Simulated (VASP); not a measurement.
# HgSe (F-43m) in VASP: settings compared

Aim: see how the results for HgSe move with the level of theory and the settings. Levels: PBEsol+D3, PBE. Tasks: relaxation of cell and atoms, single point.

Program: VASP 6.6.1. These are calculated values, not measurements. Logs are shortened: lines on timing, memory, paths and dates and some standing lists are left out, and cuts for length are marked.

### 1 The crystal as given

The structure is cubic, space group F-43m (No. 216). Conventional cell: a = 6.078 Å, b = 6.078 Å, c = 6.078 Å, α = 90.00°, β = 90.00°, γ = 90.00°. Hg (site symmetry -43m) is surrounded by 4 Se at 2.63 Å. Se (site symmetry -43m) is surrounded by 4 Hg at 2.63 Å.

### 2 Relaxation of cell and atoms, PBEsol+D3 (volume scaled by 1.15)

File INCAR:

```
PREC     = Accurate       # precision mode
ENCUT    = 600            # plane-wave cutoff, eV
EDIFF    = 1E-6           # SCF threshold, eV
ISMEAR   = -1             # smearing method
SIGMA    = 0.05           # smearing width, eV
LREAL    = False          # projectors in reciprocal space
LASPH    = True           # aspherical terms in the spheres
NELM     = 100            # most SCF steps
ALGO     = Normal         # electronic algorithm
ISIF     = 3              # what is computed and relaxed
LWAVE    = False          # write WAVECAR
LCHARG   = False          # write CHGCAR
GGA      = PS             # functional
IVDW     = 11             # dispersion correction
IBRION   = 2              # ionic algorithm
NSW      = 60             # ionic steps
EDIFFG   = -0.01          # ionic threshold
```

File KPOINTS:

```
regular mesh
0
Gamma
  8 8 8
```

File POSCAR:

```
HgSe
4.5028
    0.000000000000      0.707099705095      0.707099705095
    0.707099705095      0.000000000000      0.707099705095
    0.707099705095      0.707099705095      0.000000000000
Hg Se
1 1
Direct
    0.0000000000      0.0000000000      0.0000000000
    0.7500000000      0.7500000000      0.7500000000
```

Potentials or basis: VASP PAW PBE potentials, release 64 (Hg, Se).

Started as:

```sh
cat potpaw_PBE.64/Hg/POTCAR potpaw_PBE.64/Se/POTCAR > POTCAR
mpirun -np 1 vasp_std > vasp.out
```

OUTCAR:

```text
PREC = Accurate
   ENCUT = 600
   EDIFF = 1E-6
   ISMEAR = -1
   LREAL = False
   LASPH = True
   NELM = 100
   ISIF = 3
   GGA = PS
   IVDW = 11
   IBRION = 2
   NSW = 60
   EDIFFG = -0.01
 IVDW          = 11

 ion  position               nearest neighbor table
   1  0.000  0.000  0.000-   2 2.76   2 2.76   2 2.76   2 2.76
   2  0.750  0.750  0.750-   1 2.76   1 2.76   1 2.76   1 2.76

  LATTYP: Found a face centered cubic cell.
 ALAT       =     6.3678571042

  Lattice vectors:

 A1 = (   0.0000000000,   3.1839285521,   3.1839285521)
 A2 = (   3.1839285521,   0.0000000000,   3.1839285521)
 A3 = (   3.1839285521,   3.1839285521,   0.0000000000)

Analysis of symmetry for initial positions (statically):
=====================================================================
 Subroutine PRICEL returns:
 Original cell was already a primitive cell.

 Routine SETGRP: Setting up the symmetry group for a
 face centered cubic supercell.

 Subroutine GETGRP returns: Found 24 space group operations
 (whereof 24 operations were pure point group operations)
 out of a pool of 48 trial point group operations.

The static configuration has the point symmetry T_d .

Analysis of symmetry for dynamics (positions and initial velocities):
=====================================================================
 Subroutine PRICEL returns:
 Original cell was already a primitive cell.

 Routine SETGRP: Setting up the symmetry group for a
 face centered cubic supercell.

 Subroutine GETGRP returns: Found 24 space group operations
 (whereof 24 operations were pure point group operations)
 out of a pool of 48 trial point group operations.

The dynamic configuration has the point symmetry T_d .

 Subroutine INISYM returns: Found 24 space group operations
 (whereof 24 operations are pure point group operations),
 and found     1 'primitive' translations

----------------------------------------------------------------------------------------

                                     Primitive cell

  volume of cell :      64.5535

  direct lattice vectors                    reciprocal lattice vectors
     0.000000000  3.183928552  3.183928552    -0.157038700  0.157038700  0.157038700
     3.183928552  0.000000000  3.183928552     0.157038700 -0.157038700  0.157038700
     3.183928552  3.183928552  0.000000000     0.157038700  0.157038700 -0.157038700

  length of vectors
     4.502754940  4.502754940  4.502754940     0.271999007  0.271999007  0.271999007

  position of ions in fractional coordinates (direct lattice)
     0.000000000  0.000000000  0.000000000
     0.750000000  0.750000000  0.750000000

  ion indices of the primitive-cell ions
[... 72 lines left out ...]
   LASPH  =      T    aspherical Exc in radial PAW
   ENCUT  =  600.0 eV  44.10 Ry    6.64 a.u.   8.99  8.99  8.99*2*pi/ulx,y,z
   NELM   =    100;   NELMIN=  2; NELMDL= -5     # of ELM steps
   EDIFF  = 0.1E-05   stopping-criterion for ELM
   LREAL  =      F    real-space projection
   EDIFFG = -.1E-01   stopping-criterion for IOM
   NSW    =     60    number of steps for IOM
   IBRION =      2    ionic relax: 0-MD 1-quasi-New 2-CG
   NFREE  =      1    steps in history (QN), initial steepest desc. (CG)
   ISIF   =      3    stress and relaxation
   ISYM   =      2    0-nonsym 1-usesym 2-fastsym
   POTIM  = 0.5000    time-step for ionic-motion
   TEBEG  =    0.0;   TEEND  =   0.0 temperature during run
   PSTRESS=    0.0 pullay stress
   NELECT =      18.0000    total number of electrons
   NUPDOWN=      -1.0000    fix difference up-down
   EMIN   =  10.00;   EMAX   =-10.00  energy-range for DOS
   EFERMI =   0.00;   METHOD = LEGACY
   ISMEAR =    -1;   SIGMA  =   0.05  broadening in eV -4-tet -1-fermi 0-gaus
   EFERMI_NEDOS =   21; number of points for ismear=-14 and -15
   IALGO  =     38    algorithm
   IMIX   =      4    mixing-type and parameters
     AMIX     =   0.40;   BMIX     =  1.00
     AMIX_MAG =   1.60;   BMIX_MAG =  1.00
  volume/ion in A,a.u.               =      32.28       217.81
  Fermi-wavevector in a.u.,A,eV,Ry     =   1.069528  2.021116 15.563584  1.143891
  Thomas-Fermi vector in A             =   2.205211
   LORBIT       =      0    0 simple, 1 ext, 2 COOP (PROOUT), +10 PAW based schemes
   GGA     = PS    functional components
   LHFCALC =     F    Hartree Fock is set to
   AEXX    =    0.0000 exact exchange contribution
   IVDW    =    11    specifies the selected vdW correction
   LEPSILON=     F    determine dielectric tensor
   LRPA    =     F    only Hartree local field effects (RPA)
 conjugate gradient relaxation of ions
 non-spin polarized calculation
  energy-cutoff  :      600.00
  volume of cell :       64.55
 maximum number of plane-waves:      2180
   NGX = 17   NGY = 17   NGZ = 17

--------------------------------------- Ionic step        1  -------------------------------------------

 number of electron      17.9999997 magnetization

 Free energy of the ion-electron system (eV)
  ---------------------------------------------------
  ext. energy  EPLUGINS =         0.00000000
  ---------------------------------------------------
  free energy    TOTEN  =        -4.71553716 eV

  energy without entropy =       -4.71482255  energy(sigma->0) =       -4.71517986

------------------------ aborting loop because EDIFF is reached ----------------------------------------

 Edisp (eV)   -0.39533

 E8    (eV) :    -0.2364
[... 71 lines left out ...]
--------------------------------------- Ionic step        3  -------------------------------------------

 number of electron      17.9999999 magnetization

 Free energy of the ion-electron system (eV)
  ---------------------------------------------------
  ext. energy  EPLUGINS =         0.00000000
  ---------------------------------------------------
  free energy    TOTEN  =        -4.79626432 eV

  energy without entropy =       -4.79567281  energy(sigma->0) =       -4.79596857

 E-fermi :   1.7246     XC(G=0):  -9.2843

 val. band max:        1.6708216974   @ k =   0.0000   0.0000   0.0000
 cond. band min:       2.2476128979   @ k =   0.1250   0.0000   0.0000
 fundamental gap:      0.5767912005
 Fermi energy:         1.7245848989

 k-point     1 :       0.0000    0.0000    0.0000
  band No.  band energies     occupation
      1     -11.8682      2.00000
      2      -5.5437      2.00000
      3      -5.5437      2.00000
      4      -5.5437      2.00000
      5      -4.7812      2.00000
      6      -4.7812      2.00000
      7       0.6430      2.00000
      8       1.6708      1.49119
      9       1.6708      1.49119
     10       1.6708      1.49119
     11       7.0786      0.00000
     12       7.0786      0.00000
     13       7.0786      0.00000
[... 354 lines left out ...]
  band No.  band energies     occupation
      1     -11.2949      2.00000
      2      -5.3200      2.00000
      3      -5.2595      2.00000
      4      -4.8393      2.00000
      5      -4.7629      2.00000
      6      -4.3925      2.00000
      7      -3.6789      2.00000
      8      -0.7554      2.00000
      9       0.1312      2.00000
     10       4.2910      0.00000
     11       6.8467      0.00000
     12       7.9061      0.00000
     13       9.3704      0.00000

 [... further k-points ...]

------------------------ aborting loop because EDIFF is reached ----------------------------------------

 Edisp (eV)   -0.48980

 E8    (eV) :    -0.3123
[... 25 lines left out ...]
  FREE ENERGIE OF THE ION-ELECTRON SYSTEM (eV)
  ---------------------------------------------------
  free  energy   TOTEN  =        -5.2860684469 eV

  energy  without entropy=       -5.2854769351  energy(sigma->0) =       -5.28577269

 reached required accuracy - stopping structural energy minimisation
```

OSZICAR:

```text
N       E                     dE             d eps       ncg     rms          rms(c)
DAV:   1     0.119708005336E+03    0.11971E+03   -0.89419E+03   754   0.135E+03
DAV:   2     0.624227489145E+00   -0.11908E+03   -0.11275E+03   814   0.286E+02
DAV:   3    -0.498619243254E+01   -0.56104E+01   -0.55809E+01   909   0.631E+01
[... 25 lines left out ...]
DAV:   4    -0.479638375237E+01    0.11441E-02   -0.23379E-03   799   0.449E-01    0.105E-01
DAV:   5    -0.479626831361E+01    0.11544E-03   -0.75906E-04   854   0.435E-01    0.420E-02
DAV:   6    -0.479626255912E+01    0.57545E-05   -0.10802E-04   819   0.143E-01    0.124E-02
DAV:   7    -0.479626438780E+01   -0.18287E-05   -0.28302E-06   830   0.154E-02    0.537E-03
DAV:   8    -0.479626432131E+01    0.66488E-07   -0.14478E-06   560   0.178E-02
   3 F= -.52860684E+01 E0= -.52857727E+01  d E =-.175204E+00
```

It took 59 s on 1 thread of Intel Xeon Platinum 8488C (Sapphire Rapids), shared host; peak memory 0.23 GiB.

What came out:

```
Free energy                            : -5.2861 eV
Relaxed volume                         : 27.96 Å³/atom
Relaxed cell                           : a = 4.292 Å, b = 4.292 Å, c = 4.292 Å, α = 60.00°, β = 60.00°, γ = 60.00°
Space group after relaxing (to 0.05 Å) : F-43m (No. 216)
Energy gained by relaxing              : 87.6 meV/atom
Ionic steps                            : 3
Pressure after relaxing                : 0.0 GPa
Band gap on the k mesh                 : none (metal or under the smearing width)
Dispersion energy per atom             : -0.245 eV
```

The path:
| step | energy change (eV) | largest force (eV/Å) | pressure (GPa) | volume (Å³) |
| --- | --- | --- | --- | --- |
| 1 | 0.0000 | 0.0000 | -5.60 | 64.55 |
| 2 | -0.1690 | 0.0000 | 1.49 | 54.57 |
| 3 | -0.1752 | 0.0000 | 0.02 | 55.92 |

Final structure:
```cif
data_structure
_symmetry_space_group_name_H-M 'P 1'
_symmetry_Int_Tables_number 1
_cell_length_a 4.2922
_cell_length_b 4.2922
_cell_length_c 4.2922
_cell_angle_alpha 60.000
_cell_angle_beta 60.000
_cell_angle_gamma 60.000
_cell_volume 55.92
loop_
_atom_site_label
_atom_site_type_symbol
_atom_site_fract_x
_atom_site_fract_y
_atom_site_fract_z
_atom_site_occupancy
Hg1 Hg 0.00000 0.00000 0.00000 1
Se1 Se 0.75000 0.75000 0.75000 1
```

Caveat: the PAW data sets were made with another functional, which shifts forces and pressure a little; pairwise dispersion overbinds metals, which lowers pressure and volume. Spin-orbit coupling is left out, which matters for the levels of Hg.

### 3 Single point, PBE

File INCAR:

```
  PREC = Accurate
  ENCUT = 520
  EDIFF = 1E-6
  ISMEAR = 0
  SIGMA = 0.016
  LREAL = False
  LASPH = True
  NELM = 60
  ALGO = Normal
  ISIF = 2
  LWAVE = False
  LCHARG = False
  GGA = PE
  NBANDS = 16
```

KPOINTS is that of step 2.

File POSCAR:

```
HgSe
1.0
    0.0000000000      3.0390000000      3.0390000000
    3.0390000000      0.0000000000      3.0390000000
    3.0390000000      3.0390000000      0.0000000000
Hg Se
1 1
Direct
    0.0000000000      0.0000000000      0.0000000000
    0.7500000000      0.7500000000      0.7500000000
```

Potentials or basis: VASP PAW PBE potentials, release 64 (Hg, Se).

Started as:

```sh
cat potpaw_PBE.64/Hg/POTCAR potpaw_PBE.64/Se/POTCAR > POTCAR
mpirun -np 1 vasp_std > vasp.out
```

It took 18 s on 1 thread of Intel Xeon Platinum 8175M at 2.50GHz (Skylake/Cascade Lake), shared host; peak memory 0.18 GiB.

Results (log left out):

```
Free energy            : -4.0085 eV
Pressure               : 5.0 GPa
Band gap on the k mesh : none (metal or under the smearing width)
```

Levels at points of the mesh, in eV from the Fermi level:
| k point | band 7 | band 8 | band 9 | band 10 | band 11 | band 12 |
| --- | --- | --- | --- | --- | --- | --- |
| (0.00, 0.00, 0.00) | -0.94 | 0.00 | 0.00 | 0.00 | 5.48 | 5.48 |
| (0.50, 0.00, 0.00) | -5.54 | -0.98 | -0.98 | 1.11 | 6.25 | 6.25 |
| (0.50, 0.50, 0.00) | -5.11 | -2.32 | -2.32 | 2.78 | 2.99 | 8.49 |

Spin-orbit coupling is left out, which matters for the levels of Hg.

### 4 Single point, PBE

File INCAR:

```
ALGO     = Normal         # electronic algorithm
EDIFF    = 1E-6           # SCF threshold, eV
ENCUT    = 520            # plane-wave cutoff, eV
GGA      = PE             # functional
ISIF     = 2              # what is computed and relaxed
ISMEAR   = 0              # smearing method
LASPH    = True           # aspherical terms in the spheres
LCHARG   = False          # write CHGCAR
LREAL    = False          # projectors in reciprocal space
LWAVE    = False          # write WAVECAR
NBANDS   = 16             # bands
NELM     = 80             # most SCF steps
PREC     = Accurate       # precision mode
SIGMA    = 0.028999999999999998 # smearing width, eV
```

File KPOINTS:

```
k-points
0
Gamma
  8 8 8
```

POSCAR is that of step 3.

Started as:

```sh
cat potpaw_PBE.64/Hg/POTCAR potpaw_PBE.64/Se/POTCAR > POTCAR
mpirun -np 1 vasp_std > vasp.out
```

It took 8.7 s on 1 thread of Intel Xeon 6975P-C (Granite Rapids), shared host; peak memory 0.18 GiB.

The run converged. Its results:

```yaml
Free_energy: -4.0085 eV
Pressure: 5.0 GPa
Band_gap_on_the_k_mesh: none (metal or under the smearing width)
```

Levels at points of the mesh, in eV from the Fermi level:
| k point | band 6 | band 7 | band 8 | band 9 | band 10 | band 11 | band 12 | band 13 |
| --- | --- | --- | --- | --- | --- | --- | --- | --- |
| (0.00, 0.00, 0.00) | -6.45 | -0.94 | -0.01 | -0.01 | -0.01 | 5.48 | 5.48 | 5.48 |
| (0.50, 0.00, 0.00) | -6.12 | -5.54 | -0.99 | -0.99 | 1.11 | 6.24 | 6.24 | 7.01 |
| (0.50, 0.50, 0.00) | -6.08 | -5.11 | -2.32 | -2.32 | 2.77 | 2.98 | 8.48 | 9.85 |

Spin-orbit coupling is left out, which matters for the levels of Hg.

### 5 Relaxation of cell and atoms, PBE

File INCAR:

```
PREC = Accurate
ENCUT = 600
EDIFF = 1E-7
ISMEAR = -1
SIGMA = 0.05
LREAL = False
LASPH = True
NELM = 80
ALGO = Fast
ISIF = 3
LWAVE = False
LCHARG = False
GGA = PE
IBRION = 2
NSW = 40
EDIFFG = -0.02
```

File KPOINTS:

```
regular mesh
0
Gamma
  8 8 8
```

POSCAR is that of step 4.

Potentials or basis: VASP PAW PBE potentials, release 54 (Hg, Se).

Started as:

```sh
cat potpaw_PBE.54/Hg/POTCAR potpaw_PBE.54/Se/POTCAR > POTCAR
mpirun -np 1 vasp_std > vasp.out
```

It took 32 s on 1 thread of Intel Xeon 6975P-C (Granite Rapids), shared host; peak memory 0.22 GiB.

The run converged. Its results:

```
Free energy                            : -4.0879 eV
Relaxed volume                         : 30.80 Å³/atom
Relaxed cell                           : a = 4.433 Å, b = 4.433 Å, c = 4.433 Å, α = 60.00°, β = 60.00°, γ = 60.00°
Space group after relaxing (to 0.05 Å) : F-43m (No. 216)
Energy gained by relaxing              : 39.4 meV/atom
Ionic steps                            : 3
Pressure after relaxing                : 0.0 GPa
Band gap on the k mesh                 : none (metal or under the smearing width)
```

The path:
```tsv
step	energy change (eV)	largest force (eV/Å)	pressure (GPa)	volume (Å³)
1	0.0000	0.0000	5.05	56.13
2	-0.0707	0.0000	-1.26	63.63
3	-0.0788	0.0000	0.02	61.60
```

Final structure:
```cif
data_structure
_symmetry_space_group_name_H-M 'P 1'
_symmetry_Int_Tables_number 1
_cell_length_a 4.4330
_cell_length_b 4.4330
_cell_length_c 4.4330
_cell_angle_alpha 60.000
_cell_angle_beta 60.000
_cell_angle_gamma 60.000
_cell_volume 61.60
loop_
_atom_site_label
_atom_site_type_symbol
_atom_site_fract_x
_atom_site_fract_y
_atom_site_fract_z
_atom_site_occupancy
Hg1 Hg 0.00000 0.00000 0.00000 1
Se1 Se 0.75000 0.75000 0.75000 1
```

Levels at points of the mesh, in eV from the Fermi level:
```csv
k point,band 7,band 8,band 9,band 10,band 11,band 12
"(0.00, 0.00, 0.00)",-1.12,-0.07,-0.07,-0.07,5.53,5.53
"(0.50, 0.00, 0.00)",-4.97,-0.88,-0.88,1.03,6.22,6.22
"(0.50, 0.50, 0.00)",-4.73,-2.00,-2.00,2.61,3.14,8.21
```

### 6 Relaxation of cell and atoms, PBE

File INCAR:

```
SYSTEM = HgSe
PREC = Accurate ; ENCUT = 580
EDIFF = 1E-6 ; ISMEAR = -1
SIGMA = 0.05 ; LREAL = .FALSE.
LASPH = .TRUE. ; NELM = 60
ALGO = Normal ; ISIF = 3
LWAVE = .FALSE. ; LCHARG = .FALSE.
GGA = PE ; IBRION = 2
NSW = 40 ; EDIFFG = -0.01
```

File KPOINTS:

```
Automatic mesh
0
G
  8 8 8
  0 0 0
```

POSCAR is that of step 5.

Potentials or basis: VASP PAW PBE potentials, release 54 (Hg, Se).

Started as:

```sh
cat potpaw_PBE.54/Hg/POTCAR potpaw_PBE.54/Se/POTCAR > POTCAR
mpirun -np 1 vasp_std > vasp.out
```

Wall time 26 s (1 thread of Intel Xeon 6975P-C (Granite Rapids), shared host); peak memory 0.22 GiB.

It converged, with:

```
Free energy                            : -4.0875 eV
Relaxed volume                         : 30.79 Å³/atom
Relaxed cell                           : a = 4.433 Å, b = 4.433 Å, c = 4.433 Å, α = 60.00°, β = 60.00°, γ = 60.00°
Space group after relaxing (to 0.05 Å) : F-43m (No. 216)
Energy gained by relaxing              : 39.3 meV/atom
Ionic steps                            : 3
Pressure after relaxing                : 0.0 GPa
Band gap on the k mesh                 : none (metal or under the smearing width)
```

The path:
```csv
step,energy change (eV),largest force (eV/Å),pressure (GPa),volume (Å³)
1,0.0000,0.0000,5.05,56.13
2,-0.0703,0.0000,-1.26,63.64
3,-0.0785,0.0000,0.02,61.59
```

Final structure:
```
Hg Se
1.0
     0.00000    3.13440    3.13440
     3.13440    0.00000    3.13440
     3.13440    3.13440    0.00000
Hg Se
1 1
Cartesian
  0.0000 0.0000 0.0000
  4.7016 4.7016 4.7016
```

Levels at points of the mesh, in eV from the Fermi level:
```tsv
k point	band 5	band 6	band 7	band 8	band 9	band 10	band 11	band 12	band 13
(0.00, 0.00, 0.00)	-6.13	-6.13	-1.11	-0.07	-0.07	-0.07	5.53	5.53	5.53
(0.50, 0.00, 0.00)	-6.10	-5.88	-4.98	-0.88	-0.88	1.03	6.22	6.22	6.73
(0.50, 0.50, 0.00)	-6.05	-5.84	-4.73	-2.00	-2.00	2.61	3.14	8.21	9.35
```

### 7 Overview

| task | level | potentials or basis | cell | cutoff (eV) | smearing | gap on the mesh (eV) | pressure (GPa) | relaxed volume (Å³/atom) |
| --- | --- | --- | --- | --- | --- | --- | --- | --- |
| relaxation of cell and atoms | PBEsol+D3 | VASP PAW PBE potentials, release 64 (Hg, Se) | relaxed from: volume scaled by 1.15 | 600 | fermi-dirac 0.05 eV | none | 0.0 | 27.96 |
| single point | PBE | VASP PAW PBE potentials, release 64 (Hg, Se) | as given | 520 | gaussian 0.016 eV | none | 5.0 | - |
| single point | PBE | VASP PAW PBE potentials, release 64 (Hg, Se) | as given | 520 | gaussian 0.029 eV | none | 5.0 | - |
| relaxation of cell and atoms | PBE | VASP PAW PBE potentials, release 54 (Hg, Se) | relaxed | 600 | fermi-dirac 0.05 eV | none | 0.0 | 30.80 |
| relaxation of cell and atoms | PBE | VASP PAW PBE potentials, release 54 (Hg, Se) | relaxed | 580 | fermi-dirac 0.05 eV | none | 0.0 | 30.79 |

Alike in all rows: no spin polarisation; k mesh 8 × 8 × 8.

Caveats: the PAW data sets were made with another functional, which shifts forces and pressure a little (some runs); pairwise dispersion overbinds metals, which lowers pressure and volume (some runs).

Total energies depend on the potentials used, so only differences within one code and one set of settings carry meaning.
